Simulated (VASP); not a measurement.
Input of a VASP 6.6.1 run:

Contents of INCAR:

```
SYSTEM = Ir
PREC     = Accurate       ! precision mode
ENCUT    = 700            ! plane-wave cutoff, eV
EDIFF    = 1E-7           ! SCF threshold, eV
ISMEAR   = 0              ! smearing method
SIGMA    = 0.1            ! smearing width, eV
LREAL    = .FALSE.        ! projectors in reciprocal space
LASPH    = .TRUE.         ! aspherical terms in the spheres
NELM     = 80             ! most SCF steps
ALGO     = Normal         ! electronic algorithm
ISIF     = 2              ! what is computed and relaxed
LWAVE    = .FALSE.        ! write WAVECAR
LCHARG   = .FALSE.        ! write CHGCAR
GGA      = PS             ! functional
```

KPOINTS

```
regular mesh
0
G
  18 18 18
  0 0 0
```

POSCAR

```
Ir
1.0
    0.0000000000      1.9169000000      1.9169000000
    1.9169000000      0.0000000000      1.9169000000
    1.9169000000      1.9169000000      0.0000000000
Ir
1
Direct
    0.0000000000      0.0000000000      0.0000000000
```

Potentials or basis: VASP PAW PBE potentials, release 64 (Ir).

Launch:

```bash
$ cat potpaw_PBE.64/Ir/POTCAR > POTCAR
$ mpirun -np 1 vasp_std > vasp.out
```

(1) Estimate the band gap on the k mesh.

(2) Estimate the pressure.

Results:

(1) none (metal or under the smearing width).

(2) 0.0 GPa.

Caveat: the PAW data sets were made with another functional, which shifts forces and pressure a little.
